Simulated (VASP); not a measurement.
# HgTe (Coloradoite) (F-43m) in VASP: settings compared

The runs below take HgTe (Coloradoite) through relaxation of cell and atoms, with PBE+D3, PBE+D3(BJ), PBE+D4, PBE+rVV10, PBE+TS.

All numbers are computed with VASP 6.6.1; they aren't measurements. Logs are shortened: lines on timing, memory, paths and dates and some standing lists are left out, and cuts for length are marked.

**1. Starting point**

The structure is cubic, space group F-43m (No. 216). The conventional cell has a = 6.429 Å, b = 6.429 Å, c = 6.429 Å, α = 90.00°, β = 90.00°, γ = 90.00°. Around Hg (site symmetry -43m) lie 4 Te at 2.78 Å. Te (site symmetry -43m) is surrounded by 4 Hg at 2.78 Å.

**2. Relaxation of cell and atoms, PBE+D3**

File INCAR:

```
PREC = Accurate
ENCUT = 600
EDIFF = 1E-6
ISMEAR = -1
SIGMA = 0.05
LREAL = False
LASPH = True
NELM = 80
ALGO = Normal
ISIF = 3
LWAVE = False
LCHARG = False
GGA = PE
IVDW = 11
IBRION = 2
NSW = 40
EDIFFG = -0.02
```

File KPOINTS:

```
Automatic mesh
0
Gamma
  7 7 7
```

File POSCAR:

```
HgTe
1.0
    0.0000000000      3.2145000000      3.2145000000
    3.2145000000      0.0000000000      3.2145000000
    3.2145000000      3.2145000000      0.0000000000
Hg Te
1 1
Direct
    0.0000000000      0.0000000000      0.0000000000
    0.7500000000      0.7500000000      0.7500000000
```

Potentials or basis: VASP PAW PBE potentials, release 64 (Hg, Te).

Launch:

```
cat potpaw_PBE.64/Hg/POTCAR potpaw_PBE.64/Te/POTCAR > POTCAR
mpirun -np 1 vasp_std > vasp.out
```

OUTCAR:

```text
PREC = Accurate
   ENCUT = 600
   EDIFF = 1E-6
   ISMEAR = -1
   LREAL = False
   LASPH = True
   NELM = 80
   ISIF = 3
   GGA = PE
   IVDW = 11
   IBRION = 2
   NSW = 40
   EDIFFG = -0.02
 IVDW          = 11

 ion  position               nearest neighbor table
   1  0.000  0.000  0.000-   2 2.78   2 2.78   2 2.78   2 2.78
   2  0.750  0.750  0.750-   1 2.78   1 2.78   1 2.78   1 2.78

  LATTYP: Found a face centered cubic cell.
 ALAT       =     6.4290000000

  Lattice vectors:

 A1 = (   0.0000000000,   3.2145000000,   3.2145000000)
 A2 = (   3.2145000000,   0.0000000000,   3.2145000000)
 A3 = (   3.2145000000,   3.2145000000,   0.0000000000)

Analysis of symmetry for initial positions (statically):
=====================================================================
 Subroutine PRICEL returns:
 Original cell was already a primitive cell.

 Routine SETGRP: Setting up the symmetry group for a
 face centered cubic supercell.

 Subroutine GETGRP returns: Found 24 space group operations
 (whereof 24 operations were pure point group operations)
 out of a pool of 48 trial point group operations.

The static configuration has the point symmetry T_d .

Analysis of symmetry for dynamics (positions and initial velocities):
=====================================================================
 Subroutine PRICEL returns:
 Original cell was already a primitive cell.

 Routine SETGRP: Setting up the symmetry group for a
 face centered cubic supercell.

 Subroutine GETGRP returns: Found 24 space group operations
 (whereof 24 operations were pure point group operations)
 out of a pool of 48 trial point group operations.

The dynamic configuration has the point symmetry T_d .

 Subroutine INISYM returns: Found 24 space group operations
 (whereof 24 operations are pure point group operations),
 and found     1 'primitive' translations

----------------------------------------------------------------------------------------

                                     Primitive cell

  volume of cell :      66.4309

  direct lattice vectors                    reciprocal lattice vectors
     0.000000000  3.214500000  3.214500000    -0.155545186  0.155545186  0.155545186
     3.214500000  0.000000000  3.214500000     0.155545186 -0.155545186  0.155545186
     3.214500000  3.214500000  0.000000000     0.155545186  0.155545186 -0.155545186

  length of vectors
     4.545989496  4.545989496  4.545989496     0.269412165  0.269412165  0.269412165
[... 57 lines left out ...]
 -0.285714  0.428571  0.142857     24.000000
   k-points           NKPTS =     20   k-points in BZ     NKDIM =     20   number of bands    NBANDS=     13
   number of dos      NEDOS =    301   number of ions     NIONS =      2
   total plane-waves  NPLWV =  46656
   dimension x,y,z NGX =    36 NGY =   36 NGZ =   36
   dimension x,y,z NGXF=    72 NGYF=   72 NGZF=   72
   ions per type =               1   1
   NGX,Y,Z   is equivalent  to a cutoff of  13.17, 13.17, 13.17 a.u.
   NGXF,Y,Z  is equivalent  to a cutoff of  26.33, 26.33, 26.33 a.u.
 SYSTEM =  unknown system
   PREC   = accura    normal or accurate (medium, high low for compatibility)
   ISTART =      0    job   : 0-new  1-cont  2-samecut
   ICHARG =      2    charge: 1-file 2-atom 10-const
   ISPIN  =      1    spin polarized calculation?
   LNONCOLLINEAR =      F non collinear calculations
   LSORBIT =      F    spin-orbit coupling
   LASPH  =      T    aspherical Exc in radial PAW
   ENCUT  =  600.0 eV  44.10 Ry    6.64 a.u.   9.08  9.08  9.08*2*pi/ulx,y,z
   NELM   =     80;   NELMIN=  2; NELMDL= -5     # of ELM steps
   EDIFF  = 0.1E-05   stopping-criterion for ELM
   LREAL  =      F    real-space projection
   EDIFFG = -.2E-01   stopping-criterion for IOM
   NSW    =     40    number of steps for IOM
   IBRION =      2    ionic relax: 0-MD 1-quasi-New 2-CG
   NFREE  =      1    steps in history (QN), initial steepest desc. (CG)
   ISIF   =      3    stress and relaxation
   ISYM   =      2    0-nonsym 1-usesym 2-fastsym
   POTIM  = 0.5000    time-step for ionic-motion
   TEBEG  =    0.0;   TEEND  =   0.0 temperature during run
   PSTRESS=    0.0 pullay stress
   NELECT =      18.0000    total number of electrons
   NUPDOWN=      -1.0000    fix difference up-down
   EMIN   =  10.00;   EMAX   =-10.00  energy-range for DOS
   EFERMI =   0.00;   METHOD = LEGACY
   ISMEAR =    -1;   SIGMA  =   0.05  broadening in eV -4-tet -1-fermi 0-gaus
   EFERMI_NEDOS =   21; number of points for ismear=-14 and -15
   IALGO  =     38    algorithm
   IMIX   =      4    mixing-type and parameters
     AMIX     =   0.40;   BMIX     =  1.00
     AMIX_MAG =   1.60;   BMIX_MAG =  1.00
  volume/ion in A,a.u.               =      33.22       224.15
  Fermi-wavevector in a.u.,A,eV,Ry     =   1.059357  2.001894 15.268958  1.122237
  Thomas-Fermi vector in A             =   2.194699
   LORBIT       =      0    0 simple, 1 ext, 2 COOP (PROOUT), +10 PAW based schemes
   GGA     = PE    functional components
   LHFCALC =     F    Hartree Fock is set to
   AEXX    =    0.0000 exact exchange contribution
   IVDW    =    11    specifies the selected vdW correction
   LEPSILON=     F    determine dielectric tensor
   LRPA    =     F    only Hartree local field effects (RPA)
 conjugate gradient relaxation of ions
 non-spin polarized calculation
  energy-cutoff  :      600.00
  volume of cell :       66.43
 maximum number of plane-waves:      2239
   NGX = 19   NGY = 19   NGZ = 19

--------------------------------------- Ionic step        1  -------------------------------------------

 number of electron      18.0000000 magnetization

 Free energy of the ion-electron system (eV)
  ---------------------------------------------------
  ext. energy  EPLUGINS =         0.00000000
  ---------------------------------------------------
  free energy    TOTEN  =        -3.55183495 eV

  energy without entropy =       -3.55114813  energy(sigma->0) =       -3.55149154

------------------------ aborting loop because EDIFF is reached ----------------------------------------

 Edisp (eV)   -0.62353

 E8    (eV) :    -0.3602
[... 71 lines left out ...]
--------------------------------------- Ionic step        3  -------------------------------------------

 number of electron      18.0000002 magnetization

 Free energy of the ion-electron system (eV)
  ---------------------------------------------------
  ext. energy  EPLUGINS =         0.00000000
  ---------------------------------------------------
  free energy    TOTEN  =        -3.62844645 eV

  energy without entropy =       -3.62769419  energy(sigma->0) =       -3.62807032

 E-fermi :   2.7255     XC(G=0):  -8.5587

 val. band max:        2.6811125140   @ k =   0.0000   0.0000   0.0000
 cond. band min:       3.3693755061   @ k =   0.1429   0.0000   0.0000
 fundamental gap:      0.6882629921
 Fermi energy:         2.7254887087

 k-point     1 :       0.0000    0.0000    0.0000
  band No.  band energies     occupation
      1      -9.0237      2.00000
      2      -4.4474      2.00000
      3      -4.4474      2.00000
      4      -4.4474      2.00000
      5      -3.9655      2.00000
      6      -3.9655      2.00000
      7       1.8586      2.00000
      8       2.6811      1.41676
      9       2.6811      1.41676
     10       2.6811      1.41676
     11       6.9808      0.00000
     12       6.9808      0.00000
     13       6.9808      0.00000
[... 335 lines left out ...]
  FREE ENERGIE OF THE ION-ELECTRON SYSTEM (eV)
  ---------------------------------------------------
  free  energy   TOTEN  =        -4.2050464979 eV

  energy  without entropy=       -4.2042942374  energy(sigma->0) =       -4.20467037

 reached required accuracy - stopping structural energy minimisation
```

CONTCAR:

```text
HgTe
   1.00000000000000
    -0.0000000000000000    3.2756912501324758    3.2756912501324758
     3.2756912501324758   -0.0000000000000000    3.2756912501324758
     3.2756912501324758    3.2756912501324758    0.0000000000000000
  Hg              Te
     1     1
Direct
     0.0000000000000000    0.0000000000000000    0.0000000000000000
     0.7500000000000000    0.7500000000000000    0.7500000000000000

  0.00000000E+00  0.00000000E+00  0.00000000E+00
  0.00000000E+00  0.00000000E+00  0.00000000E+00
```

Run time: 34 s. Hardware: 1 thread of Intel Xeon Platinum 8488C (Sapphire Rapids), shared host; peak memory 0.23 GiB.

Results:

```yaml
Free_energy: -4.2050 eV
Relaxed_volume: 35.15 Å³/atom
Relaxed_cell: a = 4.633 Å, b = 4.633 Å, c = 4.633 Å, α = 60.00°, β = 60.00°, γ = 60.00°
Space_group_after_relaxing_to_0.05_Å: F-43m (No. 216)
Energy_gained_by_relaxing: 14.8 meV/atom
Ionic_steps: 3
Pressure_after_relaxing: 0.0 GPa
Band_gap_on_the_k_mesh: none (metal or under the smearing width)
Dispersion_energy_per_atom: -0.288 eV
```

The path:
| step | energy change (eV) | largest force (eV/Å) | pressure (GPa) | volume (Å³) |
| --- | --- | --- | --- | --- |
| 1 | 0.0000 | 0.0000 | 2.60 | 66.43 |
| 2 | -0.0262 | 0.0000 | -0.76 | 71.75 |
| 3 | -0.0297 | 0.0000 | 0.01 | 70.30 |

Final structure:
```
Hg Te
1.0
     0.00000    3.27569    3.27569
     3.27569    0.00000    3.27569
     3.27569    3.27569    0.00000
Hg Te
1 1
Direct
  0.00000 0.00000 0.00000
  0.75000 0.75000 0.75000
```

Caveat: pairwise dispersion overbinds metals, which lowers pressure and volume. Zero-point motion and thermal expansion aren't in these numbers.

(Continued in part 2 of 2.)
